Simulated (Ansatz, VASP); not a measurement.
Two plane-wave programs on MoH5

INCAR

```
PREC = Accurate ; ENCUT = 520
EDIFF = 1E-7 ; ISMEAR = 0
SIGMA = 0.1 ; LREAL = False
LASPH = True ; NELM = 80
ALGO = Normal ; ISIF = 2
LWAVE = False ; LCHARG = False
GGA = PE ; NBANDS = 18
```

The input KPOINTS:

```
Automatic mesh
0
Gamma
  6 6 4
```

Contents of POSCAR:

```
MoH5
1.0
    3.6384385600      0.0000000000      0.0000000000
    0.0000000000      3.6384385600      0.0000000000
    0.0000000000      0.0000000000      4.2039072600
H Mo
5 1
Direct
    0.0000000000      0.5000000000      0.5000000000
    0.5000000000      0.0000000000      0.5000000000
    0.0000000000      0.0000000000      0.6689917400
    0.0000000000      0.0000000000      0.3310082600
    0.5000000000      0.5000000000      0.5000000000
    0.5000000000      0.5000000000      0.0000000000
```

Input for Ansatz:

```yaml
crystal:
  lattice:
    - [3.63843856, 0.0, 0.0]
    - [0.0, 3.63843856, 0.0]
    - [0.0, 0.0, 4.20390726]
  atoms:
    - { symbol: H, position: [0.0, 0.5, 0.5] }
    - { symbol: H, position: [0.5, 0.0, 0.5] }
    - { symbol: H, position: [0.0, 0.0, 0.66899174] }
    - { symbol: H, position: [0.0, 0.0, 0.33100826] }
    - { symbol: H, position: [0.5, 0.5, 0.5] }
    - { symbol: Mo, position: [0.5, 0.5, 0.0] }
basis:
  ecutwfc: 420
kpoints:
  mp_grid: { grid: [6, 6, 4] }
hamiltonian:
  xc: pbe
scf:
  occupations: { method: gaussian, width: 0.1 }
  lower_state_search: "off"
output:
  forces: true
  stress: true
  eigenvalues: true
```

Alike in both runs: task single point; functional PBE; k mesh 6 × 6 × 4; occupations gaussian, width 0.1 eV; no spin polarisation.

|  | VASP | Ansatz |
| --- | --- | --- |
| version | VASP 6.6.1 | Ansatz 0.2.0 |
| potentials or method | VASP PAW PBE potentials, release 64 (H, Mo_sv) | scalar-relativistic, plane waves, PAW |
| plane-wave cutoff (eV) | 520 | 420 |
| valence electrons in the cell | 19 | 19 |

Ansatz gave:

```
gap on the k mesh at the Fermi level (eV) : none
rms of the force components (eV/Å)        : 0.080
```

Task: Which values does VASP return?

Result: gap on the k mesh at the Fermi level (eV): none; rms of the force components (eV/Å): 0.081.

Atom by atom the forces differ by 0.000 eV/Å (rms over components). A gap of «none» marks a metal or a gap that the smearing closes.

Caveats: the k mesh is coarse (spacing up to 0.37 Å⁻¹), so the values aren't converged.
